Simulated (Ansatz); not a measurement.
**How far is PAW off for CuI?**

```
CELL_PARAMETERS angstrom
3.65850 -3.63686 0.00000
3.65850 3.63686 0.00000
0.00000 0.00000 4.30700
ATOMIC_POSITIONS crystal
Cu 0.42044 0.57956 0.75000
Cu 0.57956 0.42044 0.25000
I 0.77004 0.22996 0.75000
I 0.22996 0.77004 0.25000
```

Atoms are numbered in the order listed.

The conventional cell has a = 7.317 Å, b = 7.274 Å, c = 4.307 Å, α = 90.00°, β = 90.00°, γ = 90.00°. Cu (atom 1) is surrounded by 2 Cu at 2.44 Å and 3 I at 2.54 to 2.56 Å. Around I (atom 3) lie 3 Cu at 2.54 to 2.56 Å.

Structure from Materials Project entry mp-1007922 (possibly hypothetical), not relaxed further. The listed cell was then made from it by scaling, straining or moving an atom.

Spin–orbit coupling is left out, though it moves levels of the heavy atoms by tenths of an eV or more.

Levels of theory: DFT, PBE, PAW with Ansatz's default frozen-core files, scalar-relativistic (Ansatz 0.2.0); DFT, PBE, all-electron PAW with datasets made for the crystal, scalar-relativistic (Ansatz 0.2.0); DFT, PBE, all-electron LAPW, scalar-relativistic (Ansatz 0.2.0).

For PAW: a Γ-centred 5×5×6 k mesh, Fermi–Dirac smearing of 0.02 eV, cutoff 420 eV, no spin polarisation. The crystal-made all-electron datasets (AE datasets) take a cutoff of 280 eV at this cell. LAPW targets a basis error of 0.5 meV/atom. The Ansatz runs share mesh, smearing and spin set-up. Plane-wave (PAW) pressures include the program's estimate of the Pulay term.

Stress and pressure are positive in compression.

The change that made this cell: equal xx and yy strain of -2 %.

```
              quantity     PAW  AE datasets    LAPW
        pressure (GPa)    2.74         2.75    2.75
       stress xx (GPa)    1.19         1.19    1.19
       stress yy (GPa)    4.08         4.09    4.09
       stress zz (GPa)    2.96         2.97    2.97
force on Cu1, y (eV/Å)   0.228        0.228   0.227
 force on I3, y (eV/Å)  -0.503       -0.506  -0.505
         band gap (eV)   1.105        1.101   1.100
```
